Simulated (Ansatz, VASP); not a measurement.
**One calculation of C, two programs**

```xyz
4
Lattice="2.4657 0.0000 0.0000 -1.2328 2.1353 0.0000 0.0000 0.0000 17.5001" Properties=species:S:1:pos:R:3 pbc="T T T"
C     1.2328    0.7118    4.5000
C     0.0000    1.4236    4.5000
C     1.2328    1.4236    7.5601
C     2.4657    0.7118    7.5600
```

Alike in both runs: task single point; functional PBE; dispersion D3(BJ); k mesh 15 × 15 × 1; occupations gaussian, width 0.1 eV; no spin polarisation.

|  | VASP | Ansatz |
| --- | --- | --- |
| version | VASP 6.6.1 | Ansatz 0.2.0 |
| potentials or method | VASP PAW PBE potentials, release 64 (C) | scalar-relativistic, plane waves, PAW |
| plane-wave cutoff (eV) | 520 | 420 |
| valence electrons in the cell | 16 | 16 |

|  | VASP | Ansatz | Ansatz less VASP |
| --- | --- | --- | --- |
| gap on the k mesh at the Fermi level (eV) | 0.37 | 0.37 | 0.000 |
| least direct gap on the mesh (eV) | 0.37 | 0.37 | 0.000 |
| rms of the force components (eV/Å) | 0.065 | 0.065 | -0.0002 |

Atom by atom the forces differ by 0.000 eV/Å (rms over components). Ansatz warned: «structure_snapped_to_symmetry».
